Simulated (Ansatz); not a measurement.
Recipe of this trial structure of Te: random cell by space group and Wyckoff sites (Cmmm, No. 65). Its size is a rough estimate.

```yaml
crystal:
  lattice:
    - [2.02350, -2.69987, 0.00000]
    - [2.02350, 2.69987, 0.00000]
    - [0.00000, 0.00000, 3.31504]
  atoms:
    - { symbol: Te, position: [0.50000, 0.50000, 0.50000] }
```

The calculation used Ansatz, DFT PBE, scalar-relativistic, plane waves, PAW. Cutoff 420 eV, Gaussian smearing, Γ-centred meshes. Cell and atoms relax first on a coarse mesh and then on a finer one. In between, the cell is made exact in the group found at 0.06 Å. In metals the finer mesh still leaves noise of several meV/atom or more. The steps can't lower the symmetry of their start. No spin polarisation.

A guess keeps its type if space group and coordination stay and the shape of the cell changes little (axis ratios within about 15 %, angles within 6°); the volume may change.

Task: Does this structure survive the relaxation?

Result: It doesn't keep its type. The symmetry goes from Cmmm (No. 65) to Pm-3m (No. 221). The end has the simple cubic type. The volume per atom shrinks by 9.5 %, from 36.2 to 32.8 Å³. The shortest distance goes from 3.32 Å (Te–Te) to 3.20 Å (Te–Te). Counting neighbours within 15 % of an atom's shortest distance, the start has Te 6 and the end Te 6. In detail, at the end Te is surrounded by 6 Te at 3.20 Å.

Space group Pm-3m (No. 221). a = 3.201 Å, b = 3.201 Å, c = 3.201 Å, α = 90.00°, β = 90.00°, γ = 90.00°
```
atom  site  symmetry       x       y       z
  Te    1b      m-3m  0.5000  0.5000  0.5000
```

The last run used a 16×16×18 mesh (in the run's order of axes) for its 1-atom cell and Gaussian smearing of 0.10 eV. The end has P4/mmm (No. 123) at a tolerance of 0.01 Å; the cell shown is made exact in the group found at 0.05 Å. Spin–orbit coupling, which can matter for Te, is left out. A later test with randomly moved atoms ended 2 meV/atom higher, in P4/mmm at a loose tolerance, which is no clear verdict on its stability.
